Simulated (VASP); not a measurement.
The system is Sb.

```
Sb
1.0
     3.08334    0.00000    0.00000
     0.00000    3.08334    0.00000
     0.00000    0.00000    3.08334
Sb
1
Direct
  0.00000 0.00000 0.00000
```

This isn't the form of Sb at room conditions, which is rhombohedral.

| Quantity | Value |
| --- | --- |
| Program | VASP 6.6.1 |
| Task | relaxation of cell and atoms |
| Functional | PBE |
| Dispersion | D3(BJ) |
| Potentials or basis | VASP PAW PBE potentials, release 64 (Sb) |
| Cutoff | 600 eV |
| k mesh | 14 × 14 × 14 |
| Occupations | gaussian, width 0.1 eV |
| Spin | no spin polarisation |

At the start: pressure -1.3 GPa; volume 29.31 Å³/atom.

Task: Where does the relaxation end?

Result: Over 3 steps the energy falls by 2.5 meV/atom and the volume is 28.68 Å³/atom (-2.1 %); space group Pm-3m (No. 221, to 0.05 Å).

The path:
| step | energy change (eV) | largest force (eV/Å) | pressure (GPa) | volume (Å³) |
| --- | --- | --- | --- | --- |
| 1 | 0.0000 | 0.0000 | -1.26 | 29.31 |
| 2 | -0.0018 | 0.0000 | 0.75 | 28.35 |
| 3 | -0.0025 | 0.0000 | 0.01 | 28.68 |

Final structure:
```
Sb
1.0
     3.06111    0.00000    0.00000
     0.00000    3.06111    0.00000
     0.00000    0.00000    3.06111
Sb
1
Direct
  0.00000 0.00000 0.00000
```

Caveat: pairwise dispersion overbinds metals, which lowers pressure and volume.
